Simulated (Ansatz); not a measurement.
W:

```xyz
1
Lattice="-1.5823 1.5823 1.5823 1.5823 -1.5823 1.5823 1.5823 1.5823 -1.5823" Properties=species:S:1:pos:R:3 pbc="T T T"
W     0.0000    0.0000    0.0000
```

- Program: Ansatz 0.2.0
- Task: relaxation of cell and atoms
- Functional: PBEsol
- Dispersion: D3(BJ)
- Potentials or basis: all-electron LAPW, scalar-relativistic
- Basis error allowed: 0.001 eV/atom
- k mesh: 12 × 12 × 12
- Occupations: fermi-dirac, width 0.05 eV
- Spin: no spin polarisation

At the start: volume 15.85 Å³/atom.

**Question.** Where does the relaxation end?

**Answer.** Over 5 steps the energy falls by 17.8 meV/atom and the volume is 15.32 Å³/atom (-3.3 %); space group Im-3m (No. 229, to 0.05 Å).

The path:
| step | energy change (eV) | largest force (eV/Å) | volume (Å³) |
| --- | --- | --- | --- |
| 1 | 0.0000 | 0.0000 | 15.85 |
| 2 | -0.0175 | 0.0000 | 15.38 |
| 3 | -0.0178 | 0.0000 | 15.32 |
| 4 | -0.0178 | 0.0000 | 15.32 |
| 5 | -0.0178 | 0.0000 | 15.32 |

Final structure:
```yaml
crystal:
  lattice:
    - [-1.56453, 1.56453, 1.56453]
    - [1.56453, -1.56453, 1.56453]
    - [1.56453, 1.56453, -1.56453]
  atoms:
    - { symbol: W, position: [0.00000, 0.00000, 0.00000] }
```
